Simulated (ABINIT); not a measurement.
**Excitons of BP (F-43m) on ever denser meshes**

How far does the k mesh set the exciton binding of BP (F-43m)?

Program: ABINIT 10.8.3. Level of theory: PBE and many-body steps on it, plane waves. Results are calculated unless marked as measured.

## (1) The starting structure

The structure is cubic, space group F-43m (No. 216). Conventional cell: a = 4.538 Å, b = 4.538 Å, c = 4.538 Å, α = 90.00°, β = 90.00°, γ = 90.00°. Nearest to B lie 4 P at 1.97 Å. P has 4 B at 1.97 Å nearest. Farther neighbours are not listed.

Coordinates:

```cif
data_structure
_symmetry_space_group_name_H-M 'F-43m'
_symmetry_Int_Tables_number 216
_cell_length_a 4.5380
_cell_length_b 4.5380
_cell_length_c 4.5380
_cell_angle_alpha 90.000
_cell_angle_beta 90.000
_cell_angle_gamma 90.000
_cell_volume 93.45
loop_
_atom_site_label
_atom_site_type_symbol
_atom_site_symmetry_multiplicity
_atom_site_Wyckoff_symbol
_atom_site_fract_x
_atom_site_fract_y
_atom_site_fract_z
_atom_site_occupancy
B1 B 4 a 0.00000 0.00000 0.00000 1
P1 P 4 d 0.25000 0.25000 0.75000 1
```

The cell and positions come from the Crystallography Open Database and are kept as given unless a step says otherwise.

## (2) Empty states on the mesh, 6×6×6 mesh, 65 bands

This step: ABINIT 10.8.3; DFT, PBE, plane waves, norm-conserving pseudopotentials.

The sums over transitions need many empty states on a uniform mesh; this step solves for them.

run.abi reads:

```
acell 3*1.0 Angstrom
rprim 
  0.000000000000 2.269000000000 2.269000000000
  2.269000000000 0.000000000000 2.269000000000
  2.269000000000 2.269000000000 0.000000000000
ntypat 2
znucl 5 15
natom 2
typat 1 2
xred 
  0.000000000000 0.000000000000 0.000000000000
  0.250000000000 0.250000000000 0.250000000000
pp_dirpath "pseudos"
pseudos "B.upf, P.upf"
ecut 34
ngkpt 6 6 6
nshiftk 1
shiftk 0 0 0
kptopt 1
chksymbreak 0
irdden 1
istwfk *1
nband 65
prtvol 0
optdriver 6
gwr_task "HDIAGO"
paral_kgb 0
occopt 1
indata_prefix "in"
outdata_prefix "out"
tmpdata_prefix "tmp"
```

Command:

```sh
$ OMP_NUM_THREADS=1 mpirun -n 4 abinit run.abi > log
```

Numbers of over 12 decimals in the logs are rounded to 6 here.

Log:

```text
.Version 10.8.3 of ABINIT. v10.8.2 released Aug 2026.

 Symmetries : space group F-4 3 m (#216); Bravais cF (face-center cubic)
[... echo of the input left out ...]
== DATASET  1 ==================================================================
-   mpi_nproc: 4, omp_nthreads: 1 (-1 if OMP is not activated)

--- !DatasetInfo
iteration_state: {dtset: 1, }
dimensions: {natom: 2, nkpt: 16, mband: 65, nsppol: 1, nspinor: 1, nspden: 1, mpw: 1524, }
cutoff_energies: {ecut:  34.0, pawecutdg:  -1.0, }
[...]
Indirect band gap semiconductor
 Fundamental gap:     1.347 (eV)
   VBM:     7.266 (eV) at k: [ 0.0000E+00,  0.0000E+00,  0.0000E+00]
   CBM:     8.613 (eV) at k: [ 5.0000E-01,  5.0000E-01,  0.0000E+00]
 Direct gap:         3.407 (eV) at k: [ 0.0000E+00,  0.0000E+00,  0.0000E+00]

== END DATASET(S) ==============================================================
================================================================================

 -outvars: echo values of variables after computation  --------
           etotal      0.0000000000E+00
            nband          65
             nkpt          16
          spgroup         216
 [... the other variables as echoed above ...]

 Calculation completed.
```

The job ended after 15 s (4 MPI ranks of Arm Neoverse V1, shared host; peak memory 0.71 GiB; 58 s of CPU time).

This step gave:

| Item | Value |
| --- | --- |
| gap | 1.347 eV |
| k of the valence top | 0, 0, 0 |
| k of the conduction bottom | 0.5, 0.5, 0 |
| least direct gap | 3.407 eV |
| k points computed | 16 |
| lowest point of the top converged band, above the valence top | 75.1664 eV |

On this mesh the gap is 1.347 eV.

The density comes from a self-consistent run that is not shown.

## (3) Screening, 6×6×6 mesh, 57 bands, screening to 163.3 eV

The RPA dielectric matrix is built and inverted for each q.

This step: RPA screening on PBE, plane waves, norm-conserving pseudopotentials.

Edit run.abi of step 2 so:

```diff
@@ -20,10 +20,11 @@
 chksymbreak 0
-irdden 1
 istwfk *1
-nband 65
-prtvol 0
-optdriver 6
-gwr_task "HDIAGO"
-paral_kgb 0
 occopt 1
+irdwfk 1
+optdriver 3
+nband 57
+ecuteps 6
+inclvkb 2
+awtr 1
+symchi 1
 indata_prefix "in"
```

Log:

```text
.Version 10.8.3 of ABINIT. v10.8.2 released Aug 2026.

 Symmetries : space group F-4 3 m (#216); Bravais cF (face-center cubic)
[... echo of the input left out ...]
== DATASET  1 ==================================================================
-   mpi_nproc: 4, omp_nthreads: 1 (-1 if OMP is not activated)

--- !DatasetInfo
iteration_state: {dtset: 1, }
dimensions: {natom: 2, nkpt: 16, mband: 57, nsppol: 1, nspinor: 1, nspden: 1, mpw: 1524, }
cutoff_energies: {ecut:  34.0, pawecutdg:  -1.0, }
[...]
--------------------------------------------------------------------------------
[... chi0 elements left out ...]
 For q-point:  0.000010 0.000020 0.000030
  dielectric constant =   9.7328
  dielectric constant without local fields =  10.6495

  Average fulfillment of the sum rule on Im[epsilon] for q-point    1 :     82.22  [%]
[... wings left out ...]
  q-point number  2        q = ( 0.166667, 0.000000, 0.000000) [r.l.u.]
--------------------------------------------------------------------------------
[... chi0 elements left out ...]
  Average fulfillment of the sum rule on Im[epsilon] for q-point    2 :     91.65  [%]

 [... 14 further q-points ...]
```

Elapsed: 23 s, on 4 MPI ranks; peak memory 0.57 GiB.

This step gave:

| Quantity | Value |
| --- | --- |
| ε∞ with local fields, on this mesh, along the program's q direction | 9.733 |
| the same without local fields | 10.65 |
| plasma frequency | 21.73 eV |
| plane waves in the screening matrix | 113 |

Local fields lower ε∞ by 9 %.

## (4) Self-energy, 6×6×6 mesh, 57 bands, screening to 163.3 eV

The self-energy is evaluated for the states that the input lists, and the levels follow from it, in one-shot runs by the linearised quasiparticle equation.

This step: G0W0 on PBE, plane waves, norm-conserving pseudopotentials.

Edit run.abi of step 3 so:

```diff
@@ -23,8 +23,17 @@
 irdwfk 1
-optdriver 3
+optdriver 4
 nband 57
+gwcalctyp 0
+ecutsigx 34
+symsigma 1
+nkptgw 2
+kptgw 
+  0.0000000000 0.0000000000 0.0000000000
+  0.5000000000 0.5000000000 0.0000000000
+bdgw 
+  2 7
+  3 6
 ecuteps 6
-inclvkb 2
-awtr 1
-symchi 1
+irdscr 1
+ppmodel 1
 indata_prefix "in"
```

Log:

```text
.Version 10.8.3 of ABINIT. v10.8.2 released Aug 2026.

 Symmetries : space group F-4 3 m (#216); Bravais cF (face-center cubic)
[... echo of the input left out ...]
== DATASET  1 ==================================================================
-   mpi_nproc: 4, omp_nthreads: 1 (-1 if OMP is not activated)

--- !DatasetInfo
iteration_state: {dtset: 1, }
dimensions: {natom: 2, nkpt: 16, mband: 57, nsppol: 1, nspinor: 1, nspden: 1, mpw: 1524, }
cutoff_energies: {ecut:  34.0, pawecutdg:  -1.0, }
[...]
Band     E0 <VxcDFT>   SigX SigC(E0)      Z dSigC/dE  Sig(E)    E-E0       E
[...]
5   8.613 -10.826  -6.523  -4.051   0.805  -0.242 -10.623   0.203   8.816
        6   8.933 -10.680  -6.271  -4.094   0.810  -0.234 -10.425   0.255   9.188

== END DATASET(S) ==============================================================
================================================================================

 -outvars: echo values of variables after computation  --------
           etotal      0.0000000000E+00
            nband          57
             nkpt          16
          spgroup         216
 [... the other variables as echoed above ...]

 Calculation completed.
```

The job ended after 4.8 s (4 MPI ranks; peak memory 0.52 GiB; 19 s of CPU time).

Numbers from this step:

```yaml
g0w0_gap_on_the_points_computed: 2.006 eV
starting_gap_on_the_mesh: 1.347 eV
k_of_the_valence_top: 0, 0, 0
k_of_the_conduction_bottom: 0.5, 0.5, 0
least_direct_g0w0_gap_on_the_computed_points: 4.254 eV
```

The gap on the mesh goes from 1.35 eV to 2.01 eV, a correction of +0.66 eV.

The gap opens by 0.659 eV; the next steps shift the empty bands rigidly by 0.847 eV, the correction at the start's least direct gap.

## (5) Dielectric constant by perturbation theory

ε∞ sets how strongly the crystal screens. Perturbation theory gives it with local fields and without a sum over empty bands.

This step: DFT, PBE, linear response to an electric field, plane waves, norm-conserving pseudopotentials.

run.abi reads:

```
acell 3*1.0 Angstrom
rprim 
  0.000000000000 2.269000000000 2.269000000000
  2.269000000000 0.000000000000 2.269000000000
  2.269000000000 2.269000000000 0.000000000000
ntypat 2
znucl 5 15
natom 2
typat 1 2
xred 
  0.000000000000 0.000000000000 0.000000000000
  0.250000000000 0.250000000000 0.250000000000
pp_dirpath "pseudos"
pseudos "B.upf, P.upf"
ecut 34
ngkpt 8 8 8
nshiftk 1
shiftk 0.5 0.5 0.5
chksymbreak 0
ndtset 3
nband 4
occopt 1
istwfk *1
nstep 60
tolwfr1 1e-18
iscf2 -3
rfelfd2 2
kptopt2 2
getwfk2 1
tolwfr2 1e-18
rfelfd3 3
kptopt3 2
getwfk3 1
getddk3 2
tolvrs3 1e-08
rfdir 1 1 1
nqpt2 1
nqpt3 1
qpt 0 0 0
prtwf3 0
prtden 0
optforces1 0
optstress1 0
kptopt1 1
indata_prefix "in"
outdata_prefix "out"
tmpdata_prefix "tmp"
```

Log:

```text
.Version 10.8.3 of ABINIT. v10.8.2 released Aug 2026.

 DATASET    1 : space group F-4 3 m (#216); Bravais cF (face-center cubic)
[... echo of the input left out ...]
== DATASET  1 ==================================================================
-   mpi_nproc: 4, omp_nthreads: 1 (-1 if OMP is not activated)

--- !DatasetInfo
iteration_state: {dtset: 1, }
dimensions: {natom: 2, nkpt: 60, mband: 4, nsppol: 1, nspinor: 1, nspden: 1, mpw: 1502, }
cutoff_energies: {ecut:  34.0, pawecutdg:  -1.0, }
[...]
(from electric field response)
   if specified in the inputs, charge neutrality has been imposed
     j1       j2             matrix element
  dir pert dir pert     real part    imaginary part

[...]
2    2   3    4         0.0000000000         0.0000000000
   3    2   3    4         0.5185354701         0.0000000000

== END DATASET(S) ==============================================================
================================================================================

 -outvars: echo values of variables after computation  --------
          spgroup         216
 [... the other variables as echoed above ...]

 Calculation completed.
```

The job ended after 38 s (4 MPI ranks; peak memory 0.36 GiB).

The field response gives a mean ε∞ of 9.22, which the model screening below takes as its input.

## (6) Excitons

Optical absorption needs the electron-hole interaction, solved here in a basis of vertical transitions on the mesh.

This step: Bethe-Salpeter equation on PBE with a scissors shift, plane waves, norm-conserving pseudopotentials.

run.abi reads:

```
acell 3*1.0 Angstrom
rprim 
  0.000000000000 2.269000000000 2.269000000000
  2.269000000000 0.000000000000 2.269000000000
  2.269000000000 2.269000000000 0.000000000000
ntypat 2
znucl 5 15
natom 2
typat 1 2
xred 
  0.000000000000 0.000000000000 0.000000000000
  0.250000000000 0.250000000000 0.250000000000
pp_dirpath "pseudos"
pseudos "B.upf, P.upf"
ecut 34
ngkpt 6 6 6
nshiftk 1
shiftk 0 0 0
kptopt 1
chksymbreak 0
istwfk *1
occopt 1
irdwfk 1
optdriver 99
bs_calctype 1
mbpt_sciss 0.847 eV
bs_loband 2
nband 6
bs_exchange_term 1
bs_coulomb_term 11
bs_coupling 0
bs_algorithm 1
bs_freq_mesh 0 7 0.05 eV
zcut 0.1 eV
ecuteps 3
ecutwfn 17
inclvkb 2
irdscr 1
indata_prefix "in"
outdata_prefix "out"
tmpdata_prefix "tmp"
```

Log:

```text
.Version 10.8.3 of ABINIT. v10.8.2 released Aug 2026.

 Symmetries : space group F-4 3 m (#216); Bravais cF (face-center cubic)
[... echo of the input left out ...]
== DATASET  1 ==================================================================
-   mpi_nproc: 4, omp_nthreads: 1 (-1 if OMP is not activated)

--- !DatasetInfo
iteration_state: {dtset: 1, }
dimensions: {natom: 2, nkpt: 16, mband: 6, nsppol: 1, nspinor: 1, nspden: 1, mpw: 544, }
cutoff_energies: {ecut:  17.0, pawecutdg:  -1.0, }
electrons: {nelect:   8.00000000E+00, charge:   0.00000000E+00, occopt:   1.00000000E+00, tsmear:   1.00000000E-02, }

 Exciton: Calculation of dielectric properties by solving the Bethe-Salpeter equation
 in frequency domain and reciprocal space on a transitions basis set.
 Based on a program developed by L. Reining, V. Olevano, F. Sottile,
 S. Albrecht, and G. Onida. Incorporated in ABINIT by M. Giantomassi.

.Using double precision arithmetic ; gwpc =  8

[... cell and pseudopotentials left out ...]
--------------------------------------------------------------------------------

 ==== K-mesh for the wavefunctions ====
 Number of points in the irreducible wedge :    16
[... list of points left out ...]
 Together with 24 symmetry operations and time-reversal symmetry
 yields   216 points in the full Brillouin Zone.

 ==== Q-mesh for the screening function ====
 Number of points in the irreducible wedge :    16
[... list of points left out ...]
 Together with 24 symmetry operations and time-reversal symmetry
 yields   216 points in the full Brillouin Zone.

 vcoul_init : cutoff-mode = AUXILIARY_FUNCTION
 q-points for optical limit:   1
     1)      0.000010    0.000020    0.000030
 setmesh: FFT mesh size selected  =    15x   15x   15
          total number of points  =         3375

 ==== Fundamental parameters for the solution of the Bethe-Salpeter equation: ====
 Algorithm: Direct diagonalization.
 Dimension of the v, W matrices,  npweps  = 51
 Cutoff for the wavefunctions,    npwwfn  = 531
 Number of k-points in the IBZ,   nkibz   = 16
 Highest empty band included,     nband   = 6
 === Spin UP ===
 Number of resonant transitions          1296
 Lowest occupied state                   2
 Highest occupied state                  4
 Lowest unoccupied state                 5
 Highest unoccupied state                6
 Minimum frequency [eV]           Emin    =   0.00
 Maximum frequency [eV]           Emax    =   7.00
 Frequency step [eV]              dE      =   0.05
 Lorentzian broadening [eV]       eta     =   0.10
 RPA L0 with KS energies and KS wavefunctions
 Scissors operator energy [eV] =          0.85
 Local fields effects (v term) included
 Excitonic effects (W term) included
 Full W_GG' included
 W is read from an external SCR file
 Resonant-only calculation (Hermitian case)

 Calculating epsilon_Macro(q-->0,w), along the following directions:
 q = (  0.787994  0.000000  0.000000) [r.l.u.]
 q = (  0.000000  0.787994  0.000000) [r.l.u.]
 q = (  0.000000  0.000000  0.787994) [r.l.u.]
 q = (  0.000000  0.682423  0.682423) [r.l.u.]
 q = (  0.682423  0.000000  0.682423) [r.l.u.]
 q = (  0.682423  0.682423  0.000000) [r.l.u.]
 Number of electrons calculated from density =    7.9995; Expected =    8.0000
 average of density, n =  0.050738
 r_s =    1.6757
 omega_plasma =   21.7281 [eV]

. Writing resonant excitonic Hamiltonian on file out_BSR; file size=   0.01 [Gb].
 Direct diagonalization of the resonant excitonic Hamiltonian, Matrix size= 1296
. Using LAPACK sequential version.
 Excitonic eigenvalues in eV up to n=   32
   4.00490   4.00578   4.00648   4.01140   4.01371   4.01919   4.76596   4.76621
   4.76831   4.77107   4.77165   4.77217   4.78013   4.78043   4.78138   4.78555
   4.78573   4.78584   4.98663   4.98701   4.98705   4.98768   4.98792   5.01005
   5.27182   5.27270   5.27528   5.27634   5.27697   5.27749   5.28436   5.28473

 First excitonic eigenvalue=    4.00 [eV]
 Last  excitonic eigenvalue=   16.68 [eV]

 GW  direct gap       4.25  0.00 [eV]
 EXC direct gap       4.00  0.00 [eV]
 EXC binding energy   0.25  0.00 [eV]

 Excitonic eigenvalues up to the GW energy gap [eV]
  1 (  4.00  0.00)
  2 (  4.01  0.00)
  3 (  4.01  0.00)
  4 (  4.01  0.00)
  5 (  4.01  0.00)
  6 (  4.02  0.00)

 Macroscopic dielectric function:
 omega [eV] <KS_RPA_nlf>  <GW_RPA_nlf>  <BSE>
   0.0000   9.1738   0.0000   8.0935   0.0000   8.7543   0.0000
   0.0500   9.1745   0.0028   8.0939   0.0018   8.7549   0.0023
   0.1000   9.1766   0.0056   8.0952   0.0035   8.7566   0.0047
   0.1500   9.1801   0.0084   8.0974   0.0053   8.7595   0.0070
   0.2000   9.1850   0.0112   8.1005   0.0071   8.7636   0.0094
   0.2500   9.1912   0.0140   8.1045   0.0089   8.7689   0.0117
   0.3000   9.1990   0.0169   8.1094   0.0107   8.7753   0.0141
   0.3500   9.2081   0.0197   8.1152   0.0125   8.7830   0.0165
   0.4000   9.2186   0.0226   8.1218   0.0143   8.7918   0.0189
   0.4500   9.2306   0.0255   8.1294   0.0161   8.8019   0.0213

 Writing KS-RPA macroscopic dielectric function without local fields to file: out_RPA_NLF_MDF
 Writing GW-RPA macroscopic dielectric function without local fields to file: out_GW_NLF_MDF
 Writing EXC Macroscopic dielectric function to file: out_EXC_MDF

== END DATASET(S) ==============================================================
================================================================================

 -outvars: echo values of variables after computation  --------
           etotal      0.0000000000E+00
            nband           6
             nkpt          16
          spgroup         216
 [... the other variables as echoed above ...]

 Calculation completed.
```

Run time: 18 s. Hardware: 4 MPI ranks; peak memory 0.28 GiB.

This step gave:

| Property | Result |
| --- | --- |
| direct gap of the transition levels | 4.254 eV |
| transitions in the window | 1296 |
| first strong exciton (over a fiftieth of the strongest listed) | 4.005 eV |
| lowest state | 4.005 eV |
| binding of the lowest state below the direct gap | 0.2491 eV |
| Coulomb term of one mesh cell | 0.2450 eV |

The binding is 1.0 times the screened Coulomb term of one mesh cell (0.24 eV), so it is not shown settled.

The lowest state lies at 4.005 eV, 0.249 eV under the direct gap.

Lines within 3 meV are set at the lowest of them, and the highest group, which the list may cut short, is left out. Lines of the exciton spectrum (strongest = 100):

```csv
position (eV),lines merged,"oscillator strength, relative"
4.005,3,26
4.011,2,6.2
4.019,1,5.2
4.766,6,100
4.780,3,0.0
```

The ε₂ has structure finer than the step of the table below, so its rows give means over 0.2 eV, whole bins alone (the curve runs from 0 to 6.95 eV). Peaks (eV: height): BSE 4.75: 20.8, 5.30: 28.5, 5.90: 62.9; no electron-hole interaction 5.05: 12.0, 6.35: 60.0; Kohn-Sham, no shift 4.20: 12.2, 5.50: 60.0.

Mean over the three Cartesian directions of q; broadening 0.1 eV; transition window only. Limits: finite bands, cutoff and mesh; exciton not shown settled in the k mesh. ε₂ against photon energy; means over each step:

```csv
photon energy (eV),BSE,no electron-hole interaction,"Kohn-Sham, no shift"
0.2,0.00940,0.00710,0.0112
0.4,0.0190,0.0143,0.0227
0.6,0.0289,0.0217,0.0345
0.8,0.0393,0.0294,0.0471
1.0,0.0503,0.0375,0.0608
1.2,0.0624,0.0462,0.0758
1.4,0.0756,0.0556,0.0927
1.6,0.0905,0.0659,0.112
1.8,0.107,0.0774,0.135
2.0,0.127,0.0904,0.163
2.2,0.150,0.105,0.198
2.4,0.179,0.123,0.245
2.6,0.214,0.144,0.312
2.8,0.260,0.169,0.423
3.0,0.322,0.202,0.659
3.2,0.414,0.244,1.57
3.4,0.568,0.305,4.49
3.6,0.899,0.401,2.12
3.8,2.18,0.590,1.81
4.0,6.34,1.20,4.36
4.2,3.09,4.11,10.1
4.4,2.82,2.71,5.18
4.6,7.66,1.70,10.2
4.8,16.8,3.23,15.2
5.0,8.63,9.96,14.2
5.2,19.6,5.77,14.5
5.4,26.4,8.01,43.4
5.6,21.0,14.6,57.8
5.8,36.1,15.5,52.7
6.0,52.4,12.4,24.2
6.2,38.4,34.6,9.19
6.4,28.0,58.6,8.41
6.6,11.7,53.3,5.01
6.8,5.59,33.4,6.34
```

[end of part 1 of 3]

[Paths, hosts, dates, memory and timing lines, banners, echoed tables and standing remarks are left out of the program output.]

[Logs are printed without paths, hosts, clocks, repeated set-up lines and the standing remarks that a program may print on its own settings, such as how far it seeks lower states.]

[Runs of the session that timed out or met a known fault of the program may be left out.]

[Hosts, paths, dates, database ids (printed as entryN), source tags and the programs' standing remarks are cut or masked in the printed files.]

[G0W0 gaps are taken among the corrected bands and points alone; a level outside them can change the order at an edge.]

[Where Ansatz stands beside ABINIT at settings called matched, ABINIT's density can come from a denser mesh and the files from another edition; pairs whose starting gaps differed by over 0.03 eV were left out, so agreement reads better than it is.]
